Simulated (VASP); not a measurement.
# HfN (P1) in VASP: reference runs

Reference runs on HfN: the cell as given.

Everything below comes from runs of VASP 6.6.1. Logs are shortened: lines on timing, memory, paths and dates and some standing lists are left out, and cuts for length are marked.

## (1) The cell of the first run

The typed cell holds 8 atoms: a = 3.134 Å, b = 5.417 Å, c = 5.428 Å, α = 90.00°, β = 90.00°, γ = 90.00°.

The cell comes from a database or a generator and needn't be the stable form of this composition.

## (2) Single point, PBE (a zone-boundary wave of random shape, sigma 0.02 Å)

The input, INCAR:

```
SYSTEM = HfN
  PREC = Accurate
  ENCUT = 520
  EDIFF = 1E-7
  ISMEAR = -1
  SIGMA = 0.05
  LREAL = .False.
  LASPH = .True.
  NELM = 80
  ALGO = Normal
  ISIF = 2
  LWAVE = .False.
  LCHARG = .True.
  GGA = PE
  LELF = .True.
  LVHAR = .True.
  NBANDS = 40
```

The input, KPOINTS:

```
Automatic mesh
0
Gamma
  9 5 5
  0 0 0
```

The input, POSCAR:

```
HfN
1.0
   -3.1339080200      0.0000000000      0.0000000000
    0.0000000000      0.0000000000     -5.4167677200
    0.0000000000     -5.4280879200      0.0000000000
Hf N
4 4
Direct
    0.9989992900      0.2490194200      0.3332061500
    0.5010007000      0.2509805800      0.8334605200
    0.5021164400      0.7411435800      0.1654872900
    0.9978835700      0.7588564200      0.6678460400
    0.5071193000      0.0044953400      0.4985787700
    0.9928807000      0.9955046600      0.0014212300
    0.4948157500      0.5053054100      0.4967295300
    0.0051842500      0.4946945900      0.0032704700
```

Potentials or basis: VASP PAW PBE potentials, release 64 (Hf_pv, N).

Launch:

```bash
$ cat potpaw_PBE.64/Hf_pv/POTCAR potpaw_PBE.64/N/POTCAR > POTCAR
$ mpirun -np 1 vasp_std > vasp.out
```

OUTCAR:

```text
SYSTEM = HfN
   PREC = Accurate
   ENCUT = 520
   EDIFF = 1E-7
   ISMEAR = -1
   LREAL = .False.
   LASPH = .True.
   NELM = 80
   ISIF = 2
   GGA = PE

 ion  position               nearest neighbor table
   1  0.999  0.249  0.333-   5 2.22   8 2.23   5 2.26   7 2.26   6 2.26   7 2.28   2 3.13   2 3.13
                             2 3.14   2 3.14   4 3.22   3 3.22   3 3.23   3 3.29   3 3.30   4 3.31
   2  0.501  0.251  0.833-   8 2.24   5 2.26   8 2.26   6 2.26   7 2.29   6 2.30   1 3.13   1 3.13
                             1 3.14   1 3.14   3 3.21   4 3.22   4 3.22   4 3.29   4 3.30   3 3.30
   3  0.502  0.741  0.165-   7 2.21   8 2.23   8 2.25   6 2.25   6 2.29   5 2.30   4 3.12   4 3.13
                             4 3.14   4 3.15   2 3.21   1 3.22   1 3.23   1 3.29   2 3.30   1 3.30
   4  0.998  0.759  0.668-   6 2.22   5 2.23   5 2.27   7 2.27   7 2.29   8 2.32   3 3.12   3 3.13
                             3 3.14   3 3.15   2 3.22   1 3.22   2 3.22   2 3.29   2 3.30   1 3.31
   5  0.507  0.004  0.499-   1 2.22   4 2.23   2 2.26   1 2.26   4 2.27   3 2.30
   6  0.993  0.996  0.001-   4 2.22   3 2.25   2 2.26   1 2.26   3 2.29   2 2.30
   7  0.495  0.505  0.497-   3 2.21   1 2.26   4 2.27   1 2.28   4 2.29   2 2.29
   8  0.005  0.495  0.003-   1 2.23   3 2.23   2 2.24   3 2.25   2 2.26   4 2.32

  LATTYP: Found a simple orthorhombic cell.
 ALAT       =     3.1339080200
 B/A-ratio  =     1.7284386413
 C/A-ratio  =     1.7320508086

  Lattice vectors:

 A1 = (  -3.1339080200,   0.0000000000,   0.0000000000)
 A2 = (   0.0000000000,   0.0000000000,  -5.4167677200)
 A3 = (   0.0000000000,  -5.4280879200,   0.0000000000)

Analysis of symmetry for initial positions (statically):
=====================================================================
 Subroutine PRICEL returns:
 Original cell was already a primitive cell.

 Routine SETGRP: Setting up the symmetry group for a
 simple orthorhombic supercell.

 Subroutine GETGRP returns: Found  1 space group operations
 (whereof  1 operations were pure point group operations)
 out of a pool of  8 trial point group operations.

The static configuration has the point symmetry C_1 .

Analysis of symmetry for dynamics (positions and initial velocities):
=====================================================================
 Subroutine PRICEL returns:
 Original cell was already a primitive cell.

 Routine SETGRP: Setting up the symmetry group for a
 simple orthorhombic supercell.

 Subroutine GETGRP returns: Found  1 space group operations
 (whereof  1 operations were pure point group operations)
 out of a pool of  8 trial point group operations.

The dynamic configuration has the point symmetry C_1 .

 Subroutine INISYM returns: Found  1 space group operations
 (whereof  1 operations are pure point group operations),
 and found     1 'primitive' translations

----------------------------------------------------------------------------------------

                                     Primitive cell

  volume of cell :      92.1453

  direct lattice vectors                    reciprocal lattice vectors
    -3.133908020  0.000000000  0.000000000    -0.319090412  0.000000000  0.000000000
     0.000000000  0.000000000 -5.416767720     0.000000000  0.000000000 -0.184611940
     0.000000000 -5.428087920  0.000000000     0.000000000 -0.184226935  0.000000000

  length of vectors
     3.133908020  5.416767720  5.428087920     0.319090412  0.184611940  0.184226935

  position of ions in fractional coordinates (direct lattice)
     0.998999290  0.249019420  0.333206150
     0.501000700  0.250980580  0.833460520
     0.502116440  0.741143580  0.165487290
     0.997883570  0.758856420  0.667846040
     0.507119300  0.004495340  0.498578770
     0.992880700  0.995504660  0.001421230
     0.494815750  0.505305410  0.496729530
     0.005184250  0.494694590  0.003270470

  ion indices of the primitive-cell ions
   primitive index   ion index
                 1           1
                 2           2
                 3           3
                 4           4
                 5           5
                 6           6
                 7           7
                 8           8

----------------------------------------------------------------------------------------

 KPOINTS: Automatic mesh

Automatic generation of k-mesh.
 Grid dimensions read from file:
 generate k-points for:    9    5    5

 Generating k-lattice:

  Cartesian coordinates                     Fractional coordinates (reciprocal lattice)
    -0.035454490  0.000000000  0.000000000     0.111111111  0.000000000  0.000000000
     0.000000000  0.000000000 -0.036922388     0.000000000  0.200000000  0.000000000
     0.000000000 -0.036845387  0.000000000     0.000000000  0.000000000  0.200000000

  Length of vectors
     0.035454490  0.036922388  0.036845387

  Shift w.r.t. Gamma in fractional coordinates (k-lattice)
     0.000000000  0.000000000  0.000000000

 Subroutine IBZKPT returns following result:
 ===========================================

 Found    113 irreducible k-points:

 Following reciprocal coordinates:
            Coordinates               Weight
  0.000000  0.000000  0.000000      1.000000
  0.111111  0.000000  0.000000      2.000000
  0.222222  0.000000  0.000000      2.000000
  0.333333  0.000000  0.000000      2.000000
  0.444444  0.000000  0.000000      2.000000
  0.000000  0.200000  0.000000      2.000000
[... 16 lines left out ...]
  0.444444 -0.400000  0.000000      2.000000
  0.000000  0.000000  0.200000      2.000000
 [... further k-points ...]
   k-points           NKPTS =    113   k-points in BZ     NKDIM =    113   number of bands    NBANDS=     40
   number of dos      NEDOS =    301   number of ions     NIONS =      8
   total plane-waves  NPLWV =  38400
   dimension x,y,z NGX =    24 NGY =   40 NGZ =   40
   dimension x,y,z NGXF=    48 NGYF=   80 NGZF=   80
   ions per type =               4   4
   NGX,Y,Z   is equivalent  to a cutoff of  12.73, 12.28, 12.25 a.u.
   NGXF,Y,Z  is equivalent  to a cutoff of  25.46, 24.55, 24.50 a.u.
 SYSTEM =  HfN
   PREC   = accura    normal or accurate (medium, high low for compatibility)
   ISTART =      0    job   : 0-new  1-cont  2-samecut
   ICHARG =      2    charge: 1-file 2-atom 10-const
   ISPIN  =      1    spin polarized calculation?
   LNONCOLLINEAR =      F non collinear calculations
   LSORBIT =      F    spin-orbit coupling
   LASPH  =      T    aspherical Exc in radial PAW
   ENCUT  =  520.0 eV  38.22 Ry    6.18 a.u.   5.83 10.07 10.09*2*pi/ulx,y,z
   NELM   =     80;   NELMIN=  2; NELMDL= -5     # of ELM steps
   EDIFF  = 0.1E-06   stopping-criterion for ELM
   LREAL  =      F    real-space projection
   EDIFFG = 0.1E-05   stopping-criterion for IOM
   NSW    =      0    number of steps for IOM
   IBRION =     -1    ionic relax: 0-MD 1-quasi-New 2-CG
   NFREE  =      0    steps in history (QN), initial steepest desc. (CG)
   ISIF   =      2    stress and relaxation
   ISYM   =      2    0-nonsym 1-usesym 2-fastsym
   POTIM  = 0.5000    time-step for ionic-motion
   TEBEG  =    0.0;   TEEND  =   0.0 temperature during run
   PSTRESS=    0.0 pullay stress
   NELECT =      60.0000    total number of electrons
   NUPDOWN=      -1.0000    fix difference up-down
   EMIN   =  10.00;   EMAX   =-10.00  energy-range for DOS
   EFERMI =   0.00;   METHOD = LEGACY
   ISMEAR =    -1;   SIGMA  =   0.05  broadening in eV -4-tet -1-fermi 0-gaus
   EFERMI_NEDOS =   21; number of points for ismear=-14 and -15
   IALGO  =     38    algorithm
   IMIX   =      4    mixing-type and parameters
     AMIX     =   0.40;   BMIX     =  1.00
     AMIX_MAG =   1.60;   BMIX_MAG =  1.00
  volume/ion in A,a.u.               =      11.52        77.73
  Fermi-wavevector in a.u.,A,eV,Ry     =   1.418951  2.681429 27.394278  2.013423
  Thomas-Fermi vector in A             =   2.540023
   LORBIT       =      0    0 simple, 1 ext, 2 COOP (PROOUT), +10 PAW based schemes
   GGA     = PE    functional components
   LHFCALC =     F    Hartree Fock is set to
   AEXX    =    0.0000 exact exchange contribution
   IVDW    =     0    specifies the selected vdW correction
   LEPSILON=     F    determine dielectric tensor
   LRPA    =     F    only Hartree local field effects (RPA)
 non-spin polarized calculation
  energy-cutoff  :      520.00
  volume of cell :       92.15
 maximum number of plane-waves:      2519
   NGX = 11   NGY = 21   NGZ = 21

 number of electron      59.9999999 magnetization

 Free energy of the ion-electron system (eV)
  ---------------------------------------------------
  ext. energy  EPLUGINS =         0.00000000
  ---------------------------------------------------
  free energy    TOTEN  =       -86.72457485 eV

  energy without entropy =      -86.70057674  energy(sigma->0) =      -86.71257580

 E-fermi :   8.0218     XC(G=0): -12.7422

 val. band max:        8.0187675184   @ k =   0.0000   0.4000   0.2000
 cond. band min:       8.0426804922   @ k =   0.3333  -0.4000  -0.2000
 fundamental gap:      0.0239129738
 Fermi energy:         8.0217643992

 k-point     1 :       0.0000    0.0000    0.0000
  band No.  band energies     occupation
      1     -23.7823      2.00000
      2     -23.6925      2.00000
      3     -23.4965      2.00000
      4     -23.2967      2.00000
      5     -23.0510      2.00000
      6     -23.0465      2.00000
[... 32 lines left out ...]
     39      12.3834      0.00000
     40      12.6045      0.00000

 k-point     2 :       0.1111    0.0000    0.0000
  band No.  band energies     occupation
      1     -23.7496      2.00000
      2     -23.6643      2.00000
      3     -23.4681      2.00000
      4     -23.2773      2.00000
      5     -23.1036      2.00000
      6     -23.0603      2.00000
[... 935 lines left out ...]
     39      13.3741      0.00000
     40      13.4607      0.00000

 k-point    24 :       0.0000    0.0000    0.2000
  band No.  band energies     occupation
      1     -23.7457      2.00000
      2     -23.6142      2.00000
      3     -23.4312      2.00000
      4     -23.3677      2.00000
      5     -23.0263      2.00000
      6     -23.0152      2.00000
[... 32 lines left out ...]
     39      11.5790      0.00000
     40      12.4757      0.00000

 [... further k-points ...]

------------------------ aborting loop because EDIFF is reached ----------------------------------------

  FORCE on cell =-STRESS in cart. coord.  units (eV):
  Direction    XX          YY          ZZ          XY          YZ          ZX
  --------------------------------------------------------------------------------------
  -------------------------------------------------------------------------------------
  Total        2.1947849      2.4483245      2.5508433     -0.0102620     -0.0552068      0.0364857
  in kB       38.1618326     42.5702535     44.3527993     -0.1784304     -0.9599084      0.6343954
  external PRESSURE =      41.6949618 kB  Pullay stress =       0.0000000 kB

 VOLUME and BASIS-vectors are now :
 -----------------------------------------------------------------------------
  energy-cutoff  :      520.00
  volume of cell :       92.15
      direct lattice vectors                 reciprocal lattice vectors
    -3.133908020  0.000000000  0.000000000    -0.319090412  0.000000000  0.000000000
     0.000000000  0.000000000 -5.416767720     0.000000000  0.000000000 -0.184611940
     0.000000000 -5.428087920  0.000000000     0.000000000 -0.184226935  0.000000000

 POSITION                                       TOTAL-FORCE (eV/Angst)
 -----------------------------------------------------------------------------------
     -3.13077     -1.80867     -1.34888        -0.107402     -0.109357      0.018255
     -1.57009     -4.52410     -1.35950         0.056583      0.090402     -0.016860
     -1.57359     -0.89828     -4.01460         0.117093     -0.100398     -0.652757
     -3.12728     -3.62513     -4.11055        -0.139788      0.164748      0.636831
     -1.58927     -2.70633     -0.02435         0.351638     -0.026093      0.217745
     -3.11160     -0.00771     -5.39242        -0.301418     -0.002209     -0.215867
     -1.55071     -2.69629     -2.73712        -0.194402     -0.363263      0.258995
     -0.01625     -0.01775     -2.67965         0.217695      0.346170     -0.246342
 -----------------------------------------------------------------------------------
    total drift:                               -0.000034     -0.000144      0.000058

  FREE ENERGIE OF THE ION-ELECTRON SYSTEM (eV)
  ---------------------------------------------------
  free  energy   TOTEN  =       -86.7245748472 eV

  energy  without entropy=      -86.7005767434  energy(sigma->0) =      -86.71257580
```

Wall time 7.3 min (1 thread of Intel Xeon Platinum 8259CL at 2.50GHz (Skylake/Cascade Lake), shared host); peak memory 0.41 GiB.

What came out:

* Free energy: -86.7246 eV
* Pressure: 4.2 GPa
* Largest force: 0.672 eV/Å
* Band gap on the k mesh: none (metal or under the smearing width)

Forces in eV/Å, atoms in the order of the input:
```
Hf  -0.107 -0.109  0.018
Hf   0.057  0.090 -0.017
Hf   0.117 -0.100 -0.653
Hf  -0.140  0.165  0.637
N    0.352 -0.026  0.218
N   -0.301 -0.002 -0.216
N   -0.194 -0.363  0.259
N    0.218  0.346 -0.246
```

Stress tensor (GPa, compression positive):
```
 3.82 -0.02  0.06
-0.02  4.26 -0.10
 0.06 -0.10  4.44
```

Spin-orbit coupling is left out, which matters for the levels of Hf.
